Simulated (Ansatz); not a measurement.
# GaSb: energy over two strains

Aim: map the energy of GaSb (Immm, No. 71; 2 atoms in the cell) over two coordinates, and find its wells, ridges and stiffness.

Program: Ansatz 0.2.0. Level of theory: DFT PBE, scalar-relativistic, plane waves, PAW. These are calculated values, not measurements.

19 further runs of the same task are left out: 1 that didn't finish, 18 set aside as unsound or not needed. Runs told in other sessions of the task aren't counted.

**1. Starting point**

It takes space group Immm (No. 71, orthorhombic). The conventional cell has a = 3.212 Å, b = 5.190 Å, c = 5.766 Å, α = 90.00°, β = 90.00°, γ = 90.00°. Around Ga (site symmetry mmm) lie 6 Sb at 2.88 to 3.05 Å and 2 Ga at 3.21 Å. Sb (site symmetry mmm) is surrounded by 6 Ga at 2.88 to 3.05 Å and 2 Sb at 3.21 Å.

Coordinates:

```cif
data_structure
_symmetry_space_group_name_H-M 'P 1'
_symmetry_Int_Tables_number 1
_cell_length_a 4.1980
_cell_length_b 4.1980
_cell_length_c 4.1980
_cell_angle_alpha 135.020
_cell_angle_beta 103.645
_cell_angle_gamma 93.253
_cell_volume 48.05
loop_
_atom_site_label
_atom_site_type_symbol
_atom_site_fract_x
_atom_site_fract_y
_atom_site_fract_z
_atom_site_occupancy
Ga1 Ga 0.00000 0.00000 0.00000 1
Sb1 Sb 0.50000 0.50000 0.00000 1
```

It goes back to an entry of the Materials Project, which need not be the stable form.

This cell was relaxed beforehand with the same method: volume 24.02 Å³/atom, gap on the mesh none (metal).

**2. Plan of the scan**

The energy is mapped over two homogeneous strains (x along [1 0 0], y along [0 1 0], z along [0 0 1] of the conventional cell).

The axes are (1) strain +e along x and -e along y: 7 values from −4.00 %; (2) strain +e along z and -e/2 along x and y: 7 values from −15 to 15 %.

Nothing else is relaxed (symmetry fixes all fractional coordinates). Energies count from the relaxed crystal. Points are written as (first, second).

Of the runs on the grid, 8 are shown in the steps below; the others differ only in the two coordinates.

**3. Grid point (1.33 %, −15 %)**

input.yaml

```yaml
crystal:
  lattice:
    - [-1.7476016404, 2.7548658895, 2.4505063734]
    - [1.7476016404, -2.7548658895, 2.4505063734]
    - [1.7476016404, 2.7548658895, -2.4505063734]
  atoms:
    - { symbol: Ga, position: [0.0, 0.0, 0.0] }
    - { symbol: Sb, position: [0.5, 0.5, 0.0] }
basis:
  ecutwfc: 420
kpoints:
  mp_grid: { grid: [16, 16, 16] }
hamiltonian:
  xc: pbe
  pseudopotentials: { kind: paw, azcp: { folder: soft_1 } }
scf:
  occupations: { method: gaussian, width: 0.15 }
output:
  forces: true
  stress: true
  eigenvalues: true
```

Run with:

```console
> ansatz run input.yaml --threads 2 --pin off --max-ram 4096MiB --backend cpu --events-out ev --progress --plain --runs-dir out
```

The log of the run (excerpt; [...] marks lines left out):

```text
Warning: RAYON_NUM_THREADS=2 ignored (pool sized by the plan → 2); use --threads N
[...]
Pseudopotentials: kind: paw
Pseudopotential: Ga, paw, valence charge 13, recommended cutoff 420 eV (normal), <dir>
Pseudopotential: Sb, paw, valence charge 15, recommended cutoff 420 eV (normal), <dir>
Functional definition: PBE
[...]
Crystal: 2 atoms, lattice volume = 47.191 Å³
Basis set: ecut = 420 eV, 921 PW (Γ), exchange–correlation on 60×60×60 points (8 copies of the dense FFT grid, shifted against one another)
Bands: 18, of which v1, the nominal top of the filled ones, is band 14 counted from 1 (13 counted from 0)
Symmetry: 8 space group operations
Space group: Immm (ITA 71), of the structure as read, at distance tolerance 3.6e-5 Å
k-points: 621 of 4096
[...]
SCF iter   1: F=—  HF=-10266.726332 eV  |F-HF|=—  |Δ(HF+E_count)|=         —  Δρ=2.54e-2  dr2=2.23e-1  ethr=3.10e-3  ⟨swp⟩=5.9  Hψ=56968  notcnv=0
[...]
SCF iter   8: F=-10266.673743 eV  HF=-10266.673743 eV  |F-HF|=1.04e-9  |Δ(HF+E_count)|=   9.12e-8  Δρ=7.70e-6  dr2=2.75e-8  ethr=3.57e-10  ⟨swp⟩=7.1  Hψ=56535  notcnv=0
[...]
SCF converged after 8 iterations
Free energy (F): -10266.673743 eV
[...]
E sigma→0 (E₀):  -10266.668758 eV
Entropy (-TS):   -0.009970 eV (-4.985 meV/atom)
Fermi energy:    10.417215 eV
[...]
--- Forces (eV/Å), atoms counted from 1 ---
  atom   1  Ga     0.00000000     0.00000000    -0.00000000
  atom   2  Sb     0.00000000     0.00000000    -0.00000000
[...]
--- Stress (GPa, compression-positive) ---
       -4.734418       0.000000       0.000000
        0.000000      -4.483352       0.000000
        0.000000       0.000000      37.830557
  P = ⅓ Tr σ = 9.5376 GPa (95.376 kbar)
--- Band table (eV; the first three rows and the last of 621) ---
  k-point 0: bands = ["-18.7240", "-18.6396", "-18.6167", "-18.5828", "-18.5740", "-4.9649", "-4.8134", "-4.7935", "-4.7807", "-4.7616", "-1.7819", "7.6513", "9.1238", "10.2796", "13.4099", "14.5371", "14.9934", "16.3229"]
[...]
```

It took 11 s on 2 threads of Intel Xeon Platinum 8488C (Sapphire Rapids), shared host; peak memory 0.73 GiB.

That is 432 meV/atom from the zero.

**4. The run at (−1.33 %, −15 %)**

Edit input.yaml of step 3 so:

```diff
@@ -2,5 +2,5 @@
   lattice:
-    - [-1.7476016404, 2.7548658895, 2.4505063734]
-    - [1.7476016404, -2.7548658895, 2.4505063734]
-    - [1.7476016404, 2.7548658895, -2.4505063734]
+    - [-1.7048871282, 2.8238867359, 2.4505063734]
+    - [1.7048871282, -2.8238867359, 2.4505063734]
+    - [1.7048871282, 2.8238867359, -2.4505063734]
   atoms:
```

Run with:

```console
> ansatz run input.yaml --threads 2 --pin off --max-ram 4096MiB --backend cpu --events-out ev --progress --plain --runs-dir out
```

The log of the run (excerpt; [...] marks lines left out):

```text
Warning: RAYON_NUM_THREADS=2 ignored (pool sized by the plan → 2); use --threads N
[...]
Pseudopotentials: kind: paw
Pseudopotential: Ga, paw, valence charge 13, recommended cutoff 420 eV (normal), <dir>
Pseudopotential: Sb, paw, valence charge 15, recommended cutoff 420 eV (normal), <dir>
Functional definition: PBE
[...]
Crystal: 2 atoms, lattice volume = 47.191 Å³
Basis set: ecut = 420 eV, 921 PW (Γ), exchange–correlation on 60×60×60 points (8 copies of the dense FFT grid, shifted against one another)
Bands: 18, of which v1, the nominal top of the filled ones, is band 14 counted from 1 (13 counted from 0)
Symmetry: 8 space group operations
Space group: Immm (ITA 71), of the structure as read, at distance tolerance 3.6e-5 Å
k-points: 621 of 4096
[...]
SCF iter   1: F=—  HF=-10266.731161 eV  |F-HF|=—  |Δ(HF+E_count)|=         —  Δρ=2.54e-2  dr2=2.27e-1  ethr=3.10e-3  ⟨swp⟩=5.9  Hψ=57093  notcnv=0
[...]
SCF iter   8: F=-10266.676840 eV  HF=-10266.676840 eV  |F-HF|=3.50e-9  |Δ(HF+E_count)|=   6.22e-8  Δρ=6.90e-6  dr2=1.93e-8  ethr=3.57e-10  ⟨swp⟩=7.1  Hψ=56064  notcnv=0
[...]
SCF converged after 8 iterations
Free energy (F): -10266.676840 eV
[...]
E sigma→0 (E₀):  -10266.672020 eV
Entropy (-TS):   -0.009640 eV (-4.820 meV/atom)
Fermi energy:    10.427055 eV
[...]
--- Forces (eV/Å), atoms counted from 1 ---
  atom   1  Ga     0.00000000     0.00000000     0.00000000
  atom   2  Sb     0.00000000     0.00000000     0.00000000
[...]
--- Stress (GPa, compression-positive) ---
       -4.844601       0.000000       0.000000
        0.000000      -4.511235       0.000000
        0.000000       0.000000      38.042317
  P = ⅓ Tr σ = 9.5622 GPa (95.622 kbar)
--- Band table (eV; the first three rows and the last of 621) ---
  k-point 0: bands = ["-18.7268", "-18.6375", "-18.6121", "-18.5851", "-18.5699", "-4.9617", "-4.8050", "-4.7806", "-4.7793", "-4.7492", "-1.7774", "7.4913", "8.8304", "10.2146", "13.6877", "14.4157", "14.8804", "16.8409"]
[...]
```

Wall time 9.7 s (2 threads of Intel Xeon Platinum 8488C (Sapphire Rapids), shared host); peak memory 0.71 GiB.

That is 430 meV/atom from the zero.

**5. Point (−4.00 %, 5 %)**

Edit input.yaml of step 4 so:

```diff
@@ -2,5 +2,5 @@
   lattice:
-    - [-1.7048871282, 2.8238867359, 2.4505063734]
-    - [1.7048871282, -2.8238867359, 2.4505063734]
-    - [1.7048871282, 2.8238867359, -2.4505063734]
+    - [-1.5014311622, 2.6336901929, 3.0270961083]
+    - [1.5014311622, -2.6336901929, 3.0270961083]
+    - [1.5014311622, 2.6336901929, -3.0270961083]
   atoms:
```

Run with:

```console
> ansatz run input.yaml --threads 2 --pin off --max-ram 4096MiB --backend cpu --events-out ev --progress --plain --runs-dir out
```

The log of the run (excerpt; [...] marks lines left out):

```text
[...]
SCF converged after 8 iterations
Free energy (F): -10267.455046 eV
[...]
E sigma→0 (E₀):  -10267.450541 eV
Entropy (-TS):   -0.009011 eV (-4.506 meV/atom)
Fermi energy:    10.200125 eV
[...]
--- Forces (eV/Å), atoms counted from 1 ---
  atom   1  Ga     0.00000000     0.00000000     0.00000000
  atom   2  Sb     0.00000000     0.00000000     0.00000000
[...]
--- Stress (GPa, compression-positive) ---
        5.433689       0.000000       0.000000
        0.000000       2.310468       0.000000
        0.000000       0.000000      -4.325009
  P = ⅓ Tr σ = 1.1397 GPa (11.397 kbar)
--- Band table (eV; the first three rows and the last of 621) ---
  k-point 0: bands = ["-18.9333", "-18.7759", "-18.7445", "-18.7419", "-18.7374", "-4.7444", "-4.6308", "-4.6281", "-4.5966", "-4.5640", "-1.8864", "6.5657", "7.4465", "8.7036", "13.4582", "14.8656", "16.1835", "18.3314"]
[...]
```

It took 11 s on 2 threads of Intel Xeon Platinum 8488C (Sapphire Rapids), shared host; peak memory 0.74 GiB.

On the map this point reads 41 meV/atom.

**6. Grid point (−1.33 %, 15 %)**

Edit input.yaml of step 5 so:

```diff
@@ -2,5 +2,5 @@
   lattice:
-    - [-1.5014311622, 2.6336901929, 3.0270961083]
-    - [1.5014311622, -2.6336901929, 3.0270961083]
-    - [1.5014311622, 2.6336901929, -3.0270961083]
+    - [-1.4640158188, 2.4346714365, 3.3153909758]
+    - [1.4640158188, -2.4346714365, 3.3153909758]
+    - [1.4640158188, 2.4346714365, -3.3153909758]
   atoms:
```

Run with:

```console
> ansatz run input.yaml --threads 2 --pin off --max-ram 4096MiB --backend cpu --events-out ev --progress --plain --runs-dir out
```

The log of the run (excerpt; [...] marks lines left out):

```text
[...]
SCF converged after 8 iterations
Free energy (F): -10267.036258 eV
[...]
E sigma→0 (E₀):  -10267.030946 eV
Entropy (-TS):   -0.010623 eV (-5.312 meV/atom)
Fermi energy:    10.421030 eV
[...]
--- Forces (eV/Å), atoms counted from 1 ---
  atom   1  Ga     0.00000000     0.00000000     0.00000000
  atom   2  Sb     0.00000000     0.00000000    -0.00000000
[...]
--- Stress (GPa, compression-positive) ---
       15.171318       0.000000       0.000000
        0.000000      13.474432      -0.000000
        0.000000      -0.000000      -7.215242
  P = ⅓ Tr σ = 7.1435 GPa (71.435 kbar)
--- Band table (eV; the first three rows and the last of 621) ---
  k-point 0: bands = ["-18.7940", "-18.6060", "-18.5605", "-18.5589", "-18.5286", "-4.7027", "-4.6228", "-4.5746", "-4.5266", "-4.4980", "-2.0002", "6.7397", "6.8648", "9.7419", "12.6921", "13.9701", "16.1250", "16.2059"]
[...]
```

Wall time 12 s (2 threads of Intel Xeon Platinum 8488C (Sapphire Rapids), shared host); peak memory 0.73 GiB.

On the map this point reads 251 meV/atom.

**7. The run at (1.33 %, 0 %)**

Edit input.yaml of step 6 so:

```diff
@@ -2,5 +2,5 @@
   lattice:
-    - [-1.4640158188, 2.4346714365, 3.3153909758]
-    - [1.4640158188, -2.4346714365, 3.3153909758]
-    - [1.4640158188, 2.4346714365, -3.3153909758]
+    - [-1.6271659857, 2.5602582398, 2.8829486746]
+    - [1.6271659857, -2.5602582398, 2.8829486746]
+    - [1.6271659857, 2.5602582398, -2.8829486746]
   atoms:
@@ -21 +21,5 @@
   eigenvalues: true
+  write_density: true
+  write_potential: true
+  elf: true
+  volumetric_format: npy
```

Run with:

```console
> ansatz run input.yaml --threads 2 --pin off --max-ram 4096MiB --backend cpu --events-out ev --progress --plain --runs-dir out
```

The log of the run (excerpt; [...] marks lines left out):

```text
[...]
SCF converged after 8 iterations
Free energy (F): -10267.536395 eV
[...]
E sigma→0 (E₀):  -10267.531656 eV
Entropy (-TS):   -0.009480 eV (-4.740 meV/atom)
Fermi energy:    10.137981 eV
[...]
--- Forces (eV/Å), atoms counted from 1 ---
  atom   1  Ga     0.00000000     0.00000000    -0.00000000
  atom   2  Sb    -0.00000000    -0.00000000     0.00000000
[...]
--- Stress (GPa, compression-positive) ---
       -0.277794       0.000000       0.000000
        0.000000       0.398089      -0.000000
        0.000000      -0.000000      -0.074640
  P = ⅓ Tr σ = 0.0152 GPa (0.152 kbar)
--- Band table (eV; the first three rows and the last of 621) ---
  k-point 0: bands = ["-18.8784", "-18.8059", "-18.7917", "-18.7729", "-18.7725", "-4.7722", "-4.6984", "-4.6963", "-4.6962", "-4.6663", "-1.8026", "7.6028", "8.1831", "8.8396", "13.8285", "14.4046", "16.3570", "17.3900"]
[...]
```

It took 14 s on 2 threads of Intel Xeon Platinum 8488C (Sapphire Rapids), shared host; peak memory 0.73 GiB.

The maps below are laid out on this run's own conventional cell (a, b, c = 3.254, 5.121, 5.766 Å).

Density in a lattice plane of the grid's cell (edges 3.25 and 5.77 Å, at 0.000 of the third edge), which holds Ga and Sb.

Ten even steps from '0' (0.06 e/Å³) to '9' (50.59 e/Å³):
```
42000000000002
00000000000000
00000000000000
00000000000000
00000000000000
00000000000000
00000000000000
00000000000000
21000000000001
32100000000012
21000000000001
00000000000000
00000000000000
00000000000000
00000000000000
00000000000000
00000000000000
00000000000000
42000000000002
95100000000015
```
Columns run along the first of these edges and rows up along the second, over one cell in 14 and 20 even steps from the bottom left corner. Atoms in the plane (fractional): Ga at (0.00, 0.00), Sb at (0.00, 0.50).

ELF in the same plane.

Ten even steps from '0' (0.04) to '9' (0.61):
```
00134433344310
12344432344432
44444311134444
66664210124666
99874210124789
88886421246888
56677642467766
22456654566542
00146665666410
10035666665300
00146665666410
22456654566542
56677642467766
88886421246888
99874210124789
66664210124666
44444311134444
12344432344432
00134433344310
60034443444300
```
Columns run along the first of these edges and rows up along the second, over one cell in 14 and 20 even steps from the bottom left corner. Atoms in the plane (fractional): Ga at (0.00, 0.00), Sb at (0.00, 0.50).

Both are smooth fields of the valence electrons: close to the nuclei they are not physical.

Outside the cores ELF peaks at 0.61 on the Sb–Ga line, 1.4 Å from Sb; 0.55 beside Sb, off the lines to its neighbours, 1.4 Å from Sb.

On the map this point reads 0.7 meV/atom.

**8. Point (−4.00 %, −10 %)**

input.yaml

```yaml
crystal:
  lattice:
    - [-1.6218668169, 2.8282978427, 2.5946538071]
    - [1.6218668169, -2.8282978427, 2.5946538071]
    - [1.6218668169, 2.8282978427, -2.5946538071]
  atoms:
    - { symbol: Ga, position: [0.0, 0.0, 0.0] }
    - { symbol: Sb, position: [0.5, 0.5, 0.0] }
basis:
  ecutwfc: 420
kpoints:
  mp_grid: { grid: [16, 16, 16] }
hamiltonian:
  xc: pbe
  pseudopotentials: { kind: paw, azcp: { folder: soft_1 } }
scf:
  occupations: { method: gaussian, width: 0.15 }
output:
  forces: true
  stress: true
  eigenvalues: true
```

Run with:

```console
> ansatz run input.yaml --threads 2 --pin off --max-ram 4096MiB --backend cpu --events-out ev --progress --plain --runs-dir out
```

The log of the run (excerpt; [...] marks lines left out):

```text
Warning: RAYON_NUM_THREADS=2 ignored (pool sized by the plan → 2); use --threads N
[...]
Pseudopotentials: kind: paw
Pseudopotential: Ga, paw, valence charge 13, recommended cutoff 420 eV (normal), <dir>
Pseudopotential: Sb, paw, valence charge 15, recommended cutoff 420 eV (normal), <dir>
Functional definition: PBE
[...]
Crystal: 2 atoms, lattice volume = 47.608 Å³
Basis set: ecut = 420 eV, 909 PW (Γ), exchange–correlation on 60×60×60 points (8 copies of the dense FFT grid, shifted against one another)
Bands: 18, of which v1, the nominal top of the filled ones, is band 14 counted from 1 (13 counted from 0)
Symmetry: 8 space group operations
Space group: Immm (ITA 71), of the structure as read, at distance tolerance 3.6e-5 Å
k-points: 621 of 4096
[...]
SCF iter   1: F=—  HF=-10267.272059 eV  |F-HF|=—  |Δ(HF+E_count)|=         —  Δρ=2.48e-2  dr2=2.42e-1  ethr=3.10e-3  ⟨swp⟩=5.8  Hψ=56001  notcnv=0
[...]
SCF iter   8: F=-10267.210664 eV  HF=-10267.210664 eV  |F-HF|=4.07e-10  |Δ(HF+E_count)|=   6.18e-8  Δρ=4.47e-6  dr2=8.78e-9  ethr=3.57e-10  ⟨swp⟩=6.8  Hψ=53095  notcnv=0
[...]
SCF converged after 8 iterations
Free energy (F): -10267.210664 eV
[...]
E sigma→0 (E₀):  -10267.205913 eV
Entropy (-TS):   -0.009503 eV (-4.751 meV/atom)
Fermi energy:    10.315527 eV
[...]
--- Forces (eV/Å), atoms counted from 1 ---
  atom   1  Ga     0.00000000     0.00000000    -0.00000000
  atom   2  Sb     0.00000000     0.00000000     0.00000000
[...]
--- Stress (GPa, compression-positive) ---
       -3.426830       0.000000       0.000000
        0.000000      -4.087974       0.000000
        0.000000       0.000000      19.432327
  P = ⅓ Tr σ = 3.9725 GPa (39.725 kbar)
--- Band table (eV; the first three rows and the last of 621) ---
  k-point 0: bands = ["-18.7788", "-18.6973", "-18.6795", "-18.6773", "-18.6639", "-4.8203", "-4.7367", "-4.7232", "-4.6907", "-4.6858", "-1.7786", "7.6160", "7.7963", "9.3388", "13.8852", "14.7218", "15.5681", "17.4263"]
[...]
```

Wall time 11 s (2 threads of Intel Xeon Platinum 8488C (Sapphire Rapids), shared host); peak memory 0.75 GiB.

That is 164 meV/atom from the zero.

**9. The run at (−1.33 %, −10 %)**

Edit input.yaml of step 8 so:

```diff
@@ -2,5 +2,5 @@
   lattice:
-    - [-1.6218668169, 2.8282978427, 2.5946538071]
-    - [1.6218668169, -2.8282978427, 2.5946538071]
-    - [1.6218668169, 2.8282978427, -2.5946538071]
+    - [-1.66474191, 2.7590175194, 2.5946538071]
+    - [1.66474191, -2.7590175194, 2.5946538071]
+    - [1.66474191, 2.7590175194, -2.5946538071]
   atoms:
```

Run with:

```console
> ansatz run input.yaml --threads 2 --pin off --max-ram 4096MiB --backend cpu --events-out ev --progress --plain --runs-dir out
```

The log of the run (excerpt; [...] marks lines left out):

```text
[...]
SCF converged after 8 iterations
Free energy (F): -10267.210737 eV
[...]
E sigma→0 (E₀):  -10267.205420 eV
Entropy (-TS):   -0.010635 eV (-5.318 meV/atom)
Fermi energy:    10.290782 eV
[...]
--- Forces (eV/Å), atoms counted from 1 ---
  atom   1  Ga     0.00000000     0.00000000    -0.00000000
  atom   2  Sb     0.00000000     0.00000000    -0.00000000
[...]
--- Stress (GPa, compression-positive) ---
       -3.904072       0.000000      -0.000000
        0.000000      -4.024195      -0.000000
       -0.000000      -0.000000      19.469732
  P = ⅓ Tr σ = 3.8472 GPa (38.472 kbar)
--- Band table (eV; the first three rows and the last of 621) ---
  k-point 0: bands = ["-18.7818", "-18.7161", "-18.6940", "-18.6927", "-18.6835", "-4.8373", "-4.7534", "-4.7461", "-4.7216", "-4.7181", "-1.7776", "7.8027", "8.1070", "9.3953", "14.0002", "14.2839", "15.7978", "16.8260"]
[...]
```

It took 11 s on 2 threads of Intel Xeon Platinum 8488C (Sapphire Rapids), shared host; peak memory 0.74 GiB.

That is 164 meV/atom from the zero.

**10. The run at (2.67 %, 15 %)**

Edit input.yaml of step 9 so:

```diff
@@ -2,5 +2,5 @@
   lattice:
-    - [-1.66474191, 2.7590175194, 2.5946538071]
-    - [1.66474191, -2.7590175194, 2.5946538071]
-    - [1.66474191, 2.7590175194, -2.5946538071]
+    - [-1.528248168, 2.33088069, 3.3153909758]
+    - [1.528248168, -2.33088069, 3.3153909758]
+    - [1.528248168, 2.33088069, -3.3153909758]
   atoms:
```

Run with:

```console
> ansatz run input.yaml --threads 2 --pin off --max-ram 4096MiB --backend cpu --events-out ev --progress --plain --runs-dir out
```

The log of the run (excerpt; [...] marks lines left out):

```text
[...]
SCF converged after 8 iterations
Free energy (F): -10267.029426 eV
[...]
E sigma→0 (E₀):  -10267.023844 eV
Entropy (-TS):   -0.011164 eV (-5.582 meV/atom)
Fermi energy:    10.425110 eV
[...]
--- Forces (eV/Å), atoms counted from 1 ---
  atom   1  Ga     0.00000000     0.00000000    -0.00000000
  atom   2  Sb     0.00000000     0.00000000     0.00000000
[...]
--- Stress (GPa, compression-positive) ---
       13.423043       0.000000       0.000000
        0.000000      14.954565      -0.000000
        0.000000      -0.000000      -7.261824
  P = ⅓ Tr σ = 7.0386 GPa (70.386 kbar)
--- Band table (eV; the first three rows and the last of 621) ---
  k-point 0: bands = ["-18.7606", "-18.6464", "-18.5734", "-18.5707", "-18.5643", "-4.6815", "-4.6388", "-4.5836", "-4.5666", "-4.5277", "-1.9638", "7.0174", "7.6813", "10.2322", "12.7855", "14.4170", "14.7750", "16.1292"]
[...]
```

Wall time 12 s (2 threads of Intel Xeon Platinum 8488C (Sapphire Rapids), shared host); peak memory 0.74 GiB.

That is 254 meV/atom from the zero.

**11. Energy over the grid**

49 points were computed. Energies in meV/atom, from the relaxed crystal:

| strain +e along z and -e/2 along x and y (%) ↓, strain +e along x and -e along y (%) → | −4.00 | −2.67 | −1.33 | 0.00 | 1.33 | 2.67 | 4.00 |
| --- | --- | --- | --- | --- | --- | --- | --- |
| 15 | 269 | 257 | 251 | 249 | 250 | 254 | 260 |
| 10 | 129 | 121 | 117 | 116 | 117 | 120 | 124 |
| 5 | 41 | 36 | 33 | 31 | 32 | 34 | 38 |
| 0 | 8 | 4 | 1 | 0 | 1 | 3 | 6 |
| −5 | 39 | 36 | 35 | 35 | 36 | 37 | 38 |
| −10 | 164 | 163 | 164 | 163 | 163 | 164 | 165 |
| −15 | 430 | 430 | 430 | 431 | 432 | 432 | 430 |

On the same grid, pressure (GPa):

```
strain +e along z and -e/2 along x and y (%) ↓, strain +e along x and -e along y (%) →  −4.00  −2.67  −1.33  0.00  1.33  2.67  4.00
                                                                                    15    7.5    7.3    7.1   7.0   7.0   7.0   7.2
                                                                                    10    3.5    3.4    3.2   3.1   3.1   3.1   3.2
                                                                                     5    1.1    1.0    0.8   0.8   0.8   0.8   0.9
                                                                                     0    0.3    0.1    0.0   0.0   0.0   0.1   0.2
                                                                                    −5    1.1    1.0    0.9   0.9   0.9   1.0   1.0
                                                                                   −10    4.0    3.9    3.8   3.8   3.9   3.9   4.0
                                                                                   −15    9.6    9.6    9.6   9.6   9.5   9.6   9.6
```

**12. What came out**

| quantity | value |
| --- | --- |
| lowest point | (0.00 %, 0 %), 0 meV/atom |
| highest computed point | (1.33 %, −15 %), 432 meV/atom above the lowest |
| pressure (GPa) | 0.0 at (0.00 %, 0 %) to 9.6 at (−4.00 %, −15 %); 0.0 at the lowest point |
| time for all points | 11 min on 2 threads, shared host |

What this shows: The lowest computed point is at (0.00 %, 0 %), which is the relaxed crystal itself. The highest computed point, (1.33 %, −15 %), lies 432 meV/atom above the lowest. Spin-orbit coupling is left out for Sb.
